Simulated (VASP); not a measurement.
Runs of VASP 6.6.1 on Li2S. Symmetry: Fm-3m, No. 225, cubic system. Conventional cell: a = 5.653 Å, b = 5.653 Å, c = 5.653 Å, α = 90.00°, β = 90.00°, γ = 90.00°. Li (site symmetry -43m) is surrounded by 4 S at 2.45 Å. S (site symmetry m-3m) is surrounded by 8 Li at 2.45 Å. The cell comes from a database or a generator and needn't be the stable form of this composition.

| level | potentials or basis | k mesh | cutoff (eV) | smearing | gap on the mesh (eV) | pressure (GPa) |
| --- | --- | --- | --- | --- | --- | --- |
| r2SCAN | VASP PAW PBE potentials, release 64 (Li_sv, S) | 8 × 8 × 8 | 520 | gaussian 0.02 eV | 3.85 | - |
| PBEsol | VASP PAW PBE potentials, release 64 (Li_sv, S_h) | 8 × 8 × 8 | 900 | gaussian 0.02 eV | 3.20 | 0.1 |
| PBEsol | VASP PAW PBE potentials, release 64 (Li_sv, S) | 10 × 10 × 10 | 520 | gaussian 0.02 eV | 3.20 | - |
| PBEsol | VASP PAW PBE potentials, release 64 (Li_sv, S) | 8 × 8 × 8 | 520 | gaussian 0.5 eV | 3.20 | - |
| PBEsol | VASP PAW PBE potentials, release 64 (Li_sv, S) | 8 × 8 × 8 | 700 | gaussian 0.02 eV | 3.20 | (a) |

Alike in all rows: task single point; no spin polarisation; cell as given.

Fill in the values left out.

(a) 0.0.

Caveats: the PAW data sets were made with another functional, which shifts forces and pressure a little; the cutoff is under 1.25 times the usual one of these potentials, so pressure, stress and relaxed cells hold a basis-set (Pulay) error (some runs).

A k mesh can miss the band edges.

Not every run made on this cell is shown here.
